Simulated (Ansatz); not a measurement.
This AgCl structure is the end of a relaxation. The cell was found from a structure generator's guess, not taken from experiment.

The calculation used DFT PBE, scalar-relativistic, plane waves, PAW in Ansatz 0.2.0. Cutoff 420 eV, Γ-centred mesh, Gaussian smearing, no spin polarisation.

```
Ag Cl
1.0
    -2.14824    2.14824    3.01181
     2.14824   -2.14824    3.01181
     2.14824    2.14824   -3.01181
Ag Cl
1 1
Cartesian
  0.0000 0.0000 0.0000
  2.1482 0.0000 1.5059
```

The zero of energy is the elements' standard structures at the same level (Cl₂ as a molecule); no fitted shifts are applied.

(1) Find its symmetry and describe it.

(2) How far does it lie from the elements in energy?

(3) Is it a metal?

(4) From what recipe could a structure generator have reached it?

Results:

(1) I-4m2 (No. 119). Conventional cell: a = 4.296 Å, c = 6.024 Å. Ag is surrounded by 4 Cl at 2.62 Å; around Cl lie 4 Ag at 2.62 Å.

(2) −0.476 eV/atom. It lies below the elements, which doesn't yet make it stable against other compounds or structures.

(3) No, the gap on the 10×10×10 mesh is 1.29 eV.

(4) One such recipe: 6-connected net, two elements spread over the vertices (I-4m2, No. 119). Other recipes can lead to the same cell.

The last run used a 10×10×10 mesh for its 2-atom cell and Gaussian smearing of 0.02 eV. Kohn–Sham gaps at this level usually fall short of measured ones. Symmetry constrained the relaxation, so the result can be a saddle point.
